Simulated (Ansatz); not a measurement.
InN (wurtzite)

```xyz
4
Lattice="3.5369 0.0000 0.0000 -1.7685 3.0631 0.0000 0.0000 0.0000 5.7136" Properties=species:S:1:pos:R:3 pbc="T T T"
In     1.7685     1.0210     0.0116
In     0.0000     2.0420     2.8684
N      1.7685     1.0210     3.5605
N      0.0000     2.0420     0.7037
```

The slice is a (-1 1 0 2) plane (indices of the conventional cell) through the point (0.333, 0.667, 0.502) (fractional), spanned by u = [110] and v = [1 -1 1] in vectors of this cell: u (3.54 Å) and v (8.38 Å, at 90° to u). It covers one period; positions are fractions (u, v).

Level of theory: PBEsol (plane waves to 420 eV, PAW, scalar-relativistic; Ansatz, a quantum-chemistry and plane-wave program). k mesh 11×11×6. Near the nuclei the fields are pseudised (PAW); where an atom keeps semicore shells as valence, they peak there. At this level the bands of InN touch or barely overlap; measurements give the solid a gap. InN was relaxed with its symmetry unable to fall.

Q: Predict the map of the electron localisation function (ELF) on the slice.

A: 
```
v \ u  0.00  0.20  0.40  0.60  0.80
-----  ----  ----  ----  ----  ----
0.88   0.22  0.14  0.13  0.13  0.14
0.75   0.06  0.05  0.10  0.10  0.05
0.62   0.04  0.28  0.75  0.75  0.28
0.50   0.24  0.23  0.78  0.78  0.23
0.38   0.21  0.19  0.11  0.11  0.19
0.25   0.72  0.47  0.07  0.07  0.47
0.12   0.18  0.16  0.06  0.06  0.16
0.00      x  0.20  0.29  0.29  0.20
```

Values: electron localisation function (ELF). Points within 0.4 Å of a nucleus are blanked (x), as the pseudised field means little there.
